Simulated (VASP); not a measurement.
Here is a VASP 6.6.1 calculation.

INCAR

```
PREC = Accurate
ENCUT = 520
EDIFF = 1E-6
ISMEAR = -1
SIGMA = 0.05
LREAL = F
LASPH = T
NELM = 100
ALGO = Normal
ISIF = 2
LWAVE = F
LCHARG = F
GGA = PE
NBANDS = 13
```

The input KPOINTS:

```
regular mesh
0
Gamma
  9 9 9
```

The input POSCAR:

```
Pb
1.0
   -1.9392470115      1.9392470115      1.9392470115
    1.9392470115     -1.9392470115      1.9392470115
    1.9392470115      1.9392470115     -1.9392470115
Pb
1
Direct
    0.0000000000      0.0000000000      0.0000000000
```

Potentials or basis: VASP PAW PBE potentials, release 64 (Pb_d).

Run with:

```bash
$ cat potpaw_PBE.64/Pb_d/POTCAR > POTCAR
$ mpirun -np 1 vasp_std > vasp.out
```

(1) Estimate the band gap on the k mesh.

(2) Estimate the pressure.

Results:

(1) none (metal or under the smearing width).

(2) 3.9 GPa.
